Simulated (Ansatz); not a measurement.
## PBE against r2SCAN: InP, P → Ga

Start from InP in the zinc blende structure (space group F-43m, No. 216; a = 5.9598 Å).

(Cell as relaxed with PBE.)

Levels (all Ansatz, a first-principles code, PAW, earlier PAW set): PBE (420 eV, without spin-orbit coupling); r2SCAN (500 eV, spin-orbit coupling left out).

Each level relaxes its own structure.

```tsv
base	PBE	r2SCAN
volume per atom	26.46 Å³	25.77 Å³
lattice parameter a	5.960 Å	5.907 Å
band gap	0.44 eV	1.02 eV
```

Perturbation: full substitution P → Ga, then cell and atoms are relaxed.

```json
[
 {"quantity": "shortest interatomic distance", "PBE": "2.735 Å", "r2SCAN": "[?]"},
 {"quantity": "band gap", "PBE": "zero", "r2SCAN": "[?]"}
]
```

Problem. Predict the r2SCAN column.

Solution. 
- shortest interatomic distance, r2SCAN: 2.688 Å
- band gap, r2SCAN: zero

PBE's shortest interatomic distance lies 0.047 Å above r2SCAN's (1.8 %); the two agree on the band gap. Neither level is exact; r2SCAN is the comparison here, not a measurement.

Stability against distortions was not tested. As relaxed here, InGa is a hypothetical phase, not in the database extracts checked.
